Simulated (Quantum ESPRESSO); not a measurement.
## C under changes of volume

One of the cells (5.672 Å³/atom); the others are scaled copies at fixed shape and fractional positions:

```
C
1.0
     0.00000    1.78337    1.78337
     1.78337    0.00000    1.78337
     1.78337    1.78337    0.00000
C
2
Cartesian
  2.6751 2.6751 2.6751
  1.7834 1.7834 1.7834
```

This isn't the form of C at room conditions, which is graphite.

* Program: Quantum ESPRESSO 7.5
* Functional: r2SCAN
* Potentials or basis: SG15 PBE 1.2
* Cutoff: 1197 eV
* Density cutoff: 4789 eV
* k mesh: 10 × 10 × 10
* Occupations: fermi-dirac, width 0.05 eV
* Spin: no spin polarisation

```tsv
volume (Å³/atom)	energy over the lowest point (meV/atom)	pressure (GPa)	gap on the mesh (eV)
5.332	25.77	27.9	4.44
5.445	9.96	16.8	4.39
5.558	?	?	?
5.672	0.00	-2.3	4.30
5.785	4.57	-10.6	4.25
5.899	14.76	-18.2	4.21
6.012	30.06	-25.0	4.17
```

Q: What does the run at 5.558 Å³/atom give?

A: Energy over the lowest point 1.59 meV/atom; pressure 6.8 GPa; gap on the mesh 4.35 eV.

Worked out: A Birch-Murnaghan fit of order 3 (a polynomial in V^(-2/3)) to the other rows has its minimum at 5.64 Å³/atom with B0 = V·E''(V) = 444 GPa and B' = 3.7. It gives 1.60 meV/atom at 5.558 Å³/atom, against the run's 1.59, and -dE/dV = 6.9 GPa, against 6.8. A straight line through the other rows of the gap, of slope -2.26 eV per unit of ln V, gives 4.34 eV, against the run's 4.35.

Energies are extrapolated to zero smearing.

Caveats: the potentials were made for another functional, which shifts forces and pressure.

A mesh can miss the band edges.
